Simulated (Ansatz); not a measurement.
**TiO2: single point with PBE**

The system is TiO2.

```xyz
9
Lattice="5.5822 0.0000 0.0000 -2.7911 4.8343 0.0000 0.0000 0.0000 6.0825" Properties=species:S:1:pos:R:3 pbc="T T T"
Ti    2.6182   -0.0057    2.0566
Ti   -1.2873    2.2400    4.0367
Ti    1.5296    2.6126   -0.0356
O     0.8770    4.1686    0.6713
O     3.6561    0.7005    3.3266
O     0.3722    2.0054    4.8075
O     3.1180    2.7408    5.3644
O    -1.2559    3.5385    2.7256
O     1.5423    1.3070    1.2847
```

The cell comes from a database or a generator and needn't be the stable form of this composition.

The cell isn't the ideal one: atoms moved at random, drawn with an rms of 0.05 Å.

```yaml
Program: Ansatz 0.2.0
Task: single point
Functional: PBE
Potentials_or_basis: Ansatz PAW
Cutoff: "420 eV (not typed: the program's choice for these potentials)"
k_mesh: 6 × 6 × 5
Occupations: fermi-dirac, width 0.05 eV
Spin: no spin polarisation
```

```json
{
  "Pressure": "0.2 GPa",
  "Largest force": "2.733 eV/Å",
  "Band gap on the k mesh": "3.36 eV, indirect (least direct gap 3.38 eV)"
}
```

Forces in eV/Å, atoms in the order of the input:
```
Ti  -0.743  0.411 -2.189
Ti   0.434  0.367  0.288
Ti  -1.820 -0.602  1.949
O   -0.294  0.145  0.663
O    0.517  0.278  0.575
O   -1.066  0.019 -0.989
O    2.163  0.247 -1.190
O    0.071 -0.639  0.662
O    0.738 -0.226  0.231
```

Stress tensor (GPa, compression positive):
```
 1.99  2.39 -0.37
 2.39 -1.06  1.77
-0.37  1.77 -0.24
```

Levels at points of the mesh, in eV from the valence-band top:
```
             k point  band 33  band 34  band 35  band 36  band 37  band 38  band 39  band 40
  (0.00, 0.00, 0.00)    -0.75    -0.67    -0.48    -0.17     3.40     3.79     3.99     4.29
 (0.00, -0.50, 0.00)    -0.87    -0.75    -0.32    -0.13     3.55     3.57     3.94     4.48
 (-0.50, 0.00, 0.00)    -0.99    -0.73    -0.26     0.00     3.67     3.73     3.83     4.31
(-0.50, -0.50, 0.00)    -0.89    -0.76    -0.30    -0.23     3.52     3.58     3.98     4.67
```

Wall time 20 s on 4 threads of Arm Neoverse V1, on a shared host, peak memory 0.76 GiB.

Caveat: odd divisions of the mesh miss points on the zone boundary, where band edges often lie, so the gap on the mesh can be too wide; the pressure holds a Pulay correction of +0.4 GPa for the finite cutoff. A k mesh can miss the band edges.
